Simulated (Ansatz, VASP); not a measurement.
V: VASP beside Ansatz

```
V
1.0
    -1.51435    1.51435    1.51435
     1.51435   -1.51435    1.51435
     1.51435    1.51435   -1.51435
V
1
Direct
  0.00000 0.00000 0.00000
```

Alike in both runs: task relaxation of cell and atoms; functional revPBE; dispersion D4; k mesh 12 × 12 × 12; occupations fermi-dirac, width 0.05 eV; collinear spin, ferromagnetic start.

```csv
,VASP,Ansatz
version,VASP 6.6.1,Ansatz 0.2.0
potentials or method,"VASP PAW PBE potentials, release 64 (V_sv)",Ansatz PAW
plane-wave cutoff (eV),600,420
valence electrons in the cell,13,13
```

VASP gave:

- net moment per atom (μB): 0.00
- relaxed volume (Å³/atom): 13.25
- relaxed cell length with the largest relative difference (Å): 2.582
- energy change over the relaxation (meV/atom): -17

**Question.** Which values does Ansatz return?

**Answer.** net moment per atom (μB): 0.00; relaxed volume (Å³/atom): 13.23; relaxed cell length with the largest relative difference (Å): 2.581; energy change over the relaxation (meV/atom): -17.

Caveats: the PAW data sets were made with another functional, which shifts forces and pressure a little (VASP); pairwise dispersion overbinds metals, which lowers pressure and volume (VASP); the plane-wave basis is chosen anew once the cell has moved, so the energies of steps on either side of that aren't comparable (Ansatz); the PAW data sets come from PBE, with cores solved anew for the run's functional, which leaves a small shift of forces and pressure (Ansatz); the starting moments weren't kept (Ansatz).
